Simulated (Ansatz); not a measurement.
## Bi in Ansatz: the effect of functional

Bi:

```xyz
4
Lattice="4.7498 0.0000 0.0000 0.0000 4.6152 0.0000 -0.3528 0.0000 6.6397" Properties=species:S:1:pos:R:3 pbc="T T T"
Bi    0.9299    1.1538    4.9713
Bi    3.4672    3.4614    1.6683
Bi    1.0991    1.1538    1.6525
Bi    3.2979    3.4614    4.9872
```

The cell isn't the ideal one: volume scaled by 1.06.

Alike in all runs:

- Program: Ansatz 0.2.0
- Task: single point
- Potentials or basis: Ansatz PAW
- k mesh: 6 × 6 × 4
- Occupations: fermi-dirac, width 0.05 eV
- Spin: no spin polarisation

**Question.** One run gave: pressure -4.8 GPa. Which functional did it use?
A. PBE
B. r2SCAN
C. LDA

**Answer.** C.

| functional | cutoff | pressure (GPa) |
| --- | --- | --- |
| LDA | 420 eV (not typed: the program's choice for these potentials) | -4.8 |
| r2SCAN | 500 eV (not typed: the program's choice for these potentials) | -2.5 |
| PBE | 420 eV (not typed: the program's choice for these potentials) | -1.5 |

Caveats: the PAW data sets come from PBE, with cores solved anew for the run's functional, which leaves a small shift of forces and pressure (some runs).
